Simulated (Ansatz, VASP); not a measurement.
# PbO in VASP and in Ansatz

```
Pb O
1.0
     3.97440    0.00000    0.00000
     0.00000    3.97440    0.00000
     0.00000    0.00000    4.89645
Pb O
2 2
Direct
  0.00000 0.50000 0.23510
  0.50000 0.00000 0.76490
  0.00000 0.00000 0.00000
  0.50000 0.50000 0.00000
```

Change from the starting cell: strain +0.000 along x and y, -0.025 along z, atoms carried along.

Alike in both runs: task single point; functional PBE; k mesh 8 × 8 × 6; occupations gaussian, width 0.05 eV; no spin polarisation.

```csv
,VASP,Ansatz
version,VASP 6.6.1,Ansatz 0.2.0
potentials or method,"VASP PAW PBE potentials, release 64 (Pb_d, O)","scalar-relativistic, plane waves, PAW"
plane-wave cutoff (eV),520,420
valence electrons in the cell,40,40
```

```tsv
	VASP	Ansatz	Ansatz less VASP
gap on the k mesh at the Fermi level (eV)	1.27	1.26	-0.008
least direct gap on the mesh (eV)	2.32	2.33	+0.017
pressure (GPa)	7.2	7.1	-0.10
largest component of the traceless stress (GPa)	0.31	0.29	-0.024
rms of the force components (eV/Å)	0.383	0.364	-0.0192
```

Atom by atom the forces differ by 0.019 eV/Å (rms over components). With one functional, cell and mesh, what is left measures potentials, basis and numerics.

Caveats: spin-orbit coupling is left out, which as a rule narrows the gap of such compounds by several tenths of an eV. A k mesh can miss the band edges.
